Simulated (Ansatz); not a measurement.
**AlGa3N4: further runs on the relaxed cell**

An exercise on one series of results from a longer session: the logs are not shown, and one member is left open.

Program: Ansatz 0.2.0. Level of theory: DFT PBEsol, scalar-relativistic, plane waves, PAW. These are calculated values, not measurements.

1 further run of the same task is left out (set aside as unsound or not needed). Runs told in other sessions of the task aren't counted.

### The system as given

The structure is monoclinic, space group Pm (No. 6). The conventional cell has a = 5.142 Å, b = 3.165 Å, c = 5.478 Å, α = 90.00°, β = 90.04°, γ = 90.00°. Al (site symmetry m) is surrounded by 4 N at 1.89 to 1.90 Å. Around Ga (site symmetry m) lie 4 N at 1.94 to 1.95 Å. Around Ga (site symmetry m) lie 4 N at 1.94 to 1.96 Å. Ga (site symmetry m) has 4 N at 1.95 to 1.96 Å in its first shell of neighbours. Around N (site symmetry m) lie 1 Al at 1.89 Å and 3 Ga at 1.95 Å. N (site symmetry m) is surrounded by 2 Al at 1.90 Å and 2 Ga at 1.96 Å. N (site symmetry m) has 4 Ga at 1.94 to 1.95 Å in its first shell of neighbours. N (site symmetry m) has 1 Al at 1.90 Å and 3 Ga at 1.94 Å in its first shell of neighbours.

Coordinates:

```
Al Ga N
1.0
     5.14235    0.00000    0.00012
     0.00000    3.16498    0.00000
    -0.00359    0.00000    5.47849
Al Ga N
1 3 4
Direct
  0.00060 0.50000 0.66736
  0.49912 0.50000 0.33492
  0.49903 0.00000 0.83156
  0.99986 0.00000 0.16618
  0.11967 0.50000 0.34010
  0.11765 0.00000 0.82638
  0.62044 0.00000 0.16622
  0.63123 0.50000 0.66730
```

It goes back to an entry of the Materials Project, which need not be the stable form.

It is the result of an earlier relaxation at this level (volume 11.15 Å³/atom; gap on the mesh: 2.36 eV).

The first run:

Contents of input.yaml:

```yaml
crystal:
  lattice:
    - [5.0904047027, 0.0, 0.0001202771]
    - [0.0, 3.1330130696, 0.0]
    - [-0.0035494663, 0.0, 5.4231520244]
  atoms:
    - { symbol: Al, position: [0.0006034226, 0.5, 0.6673576239] }
    - { symbol: Ga, position: [0.4991167027, 0.5, 0.3349195801] }
    - { symbol: Ga, position: [0.4990273848, 0.0, 0.8315570001] }
    - { symbol: Ga, position: [0.9998617814, 0.0, 0.1661805288] }
    - { symbol: "N", position: [0.1196687535, 0.5, 0.3400974155] }
    - { symbol: "N", position: [0.1176459792, 0.0, 0.826376059] }
    - { symbol: "N", position: [0.6204436392, 0.0, 0.1662162872] }
    - { symbol: "N", position: [0.6312323467, 0.5, 0.6672965054] }
basis:
  ecutwfc: 420
kpoints:
  mp_grid: { grid: [6, 8, 6] }
hamiltonian:
  xc: pbesol
scf:
  occupations: { method: gaussian, width: 0.02 }
output:
  forces: true
  stress: true
  eigenvalues: true
relax:
  adjacent_minimum: "off"
  f_tol: 0.01
  max_steps: 30
  cell: { stress_tol: 0.1, fix: [volume] }
```

Started as:

```console
> ansatz run input.yaml --threads 2 --pin off --max-ram 5120MiB --backend cpu --events-out ev --progress --plain --runs-dir out
```

Among the steps run: Volume × 0.97; Volume × 1.03; Volume × 0.94; Volume × 1.06; Point at V/V0 = 0.91; The cell scaled to 1.10 of its volume; Volume × 0.88.

One table of the session follows, with a row left open; its other results are not shown here.

It belongs to the step «Fit of the equation of state». 

```
volume (Å³/atom)  energy above the lowest point (meV/atom)  pressure (GPa)  gap on the mesh (eV)
           9.808                                     120.0           32.12                  3.24
          10.143                                         ?               ?                     ?
          10.477                                      26.8           13.54                  2.79
          10.811                                       6.3            6.23                  2.57
          11.146                                       0.0           -0.01                  2.36
          11.480                                       5.7           -5.34                  2.16
          11.814                                      21.8           -9.88                  1.96
          12.260                                      56.5          -14.92                  1.71
```

Estimate the missing values for volume (Å³/atom) = 10.143.

Worked estimate for «energy above the lowest point (meV/atom)». A straight line through the neighbours (9.808, 120.0) and (10.477, 26.8) gives 120.0 + (26.8 − 120.0) × (10.143 − 9.808) / (10.477 − 9.808) = 73.3; a parabola fitted to 3 rows on both sides gives 64.6.

The run gave: energy above the lowest point (meV/atom): 63.7; pressure (GPa): 22.09; gap on the mesh (eV): 3.01. In «energy above the lowest point (meV/atom)» the line misses by +9.6 and the parabola by +0.9.
